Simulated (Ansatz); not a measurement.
ZnSe (F-43m) under pressure

```
CELL_PARAMETERS angstrom
2.78376 2.78376 0.00000
-2.78376 2.78376 0.00000
0.00000 2.78376 2.78376
ATOMIC_POSITIONS crystal
Zn 0.00000 0.00000 0.00000
Se 0.75000 0.25000 0.50000
```

This is the zero-pressure cell under LDA. Cell and atoms are relaxed by PAW (default files of Ansatz 0.2.0, cutoff 420 eV, stress met within about 0.05 GPa) at each pressure, in this structure whether or not another phase would take over; P is the pressure reached, less that of this cell. Levels come from LDA, all-electron LAPW in Ansatz 0.2.0, scalar-relativistic; k mesh 8×8×8, fixed occupations, basis error target 0.5 meV/atom. Conduction levels are in eV over the valence top (at Γ), at fixed fractional wave vectors. Zone-centre phonons come from finite displacements by PAW, without the LO-TO term.

```
P (GPa)    V/V₀      Γ      L      X  T2 TO (cm⁻¹)
  -1.96  1.0297  1.129  2.397  2.762         207.2
   0.00  1.0000  1.250  2.449  2.694         217.8
   2.03  0.9738  1.362  2.495  2.630         227.8
   4.00  0.9514  1.462  2.535  2.572         236.7
   7.00       ?      ?      ?      ?             ?
  10.00  0.8968  1.723  2.636  2.416         260.2
  14.97  0.8617  1.904  2.703  2.303         276.8
```

Task: Fit the third-order Birch-Murnaghan equation to the rows shown.

Result: With f = [(V₀/V)^(2/3) − 1]/2, the normalised pressure F = P/[3f(1 + 2f)^(5/2)] is 71.1 GPa at f = -0.0097, 72.3 GPa at f = 0.0089, 72.7 GPa at f = 0.0169, 73.8 GPa at f = 0.0376, 74.6 GPa at f = 0.0522. The line F = B₀[1 + (3/2)(B′ − 4)f] gives B₀ = 71.7 GPa and B′ = 4.5.

Task: What are the volume deformation potentials and pressure coefficients of these levels at zero pressure?

Result: 

```
level  dE/dlnV (eV)  dE/dP = −(dE/dlnV)/B₀ (meV/GPa)  mean slope up to 2.0 GPa (meV/GPa)
    Γ         -4.17                             58.2                                55.3
    L         -1.74                             24.3                                22.8
    X          2.36                            -32.9                               -31.6
```

dE/dlnV is the slope of a cubic fit in ln V at V₀. The last column is read from two rows and shows how the slope bends with pressure.

Task: What mode Grüneisen parameters follow?

Result: γ = −d ln ω/d ln V at V₀ from a quadratic fit in ln V: T2 1.69.

Task: Fill the row at 7.00 GPa.

Result: The fits give V/V₀ = 0.9220 and Γ = 1.599 eV. Computed: V/V₀ = 0.9220, Γ = 1.599, L = 2.589, X = 2.491, T2 TO (cm⁻¹) = 249.0.

Limits of these numbers: no other phase was computed; many crystals of this kind change structure within this range, and rows or crossings beyond such a change describe a metastable lattice; no spin-orbit coupling on heavy atoms; the frozen-core PAW files of the relaxations were fitted under PBE, their cores solved anew for this functional; semilocal gaps are low, and the spacing of valleys can be off by tenths of an eV; levels are read at fixed fractional k, so an edge that moves off these points is missed.
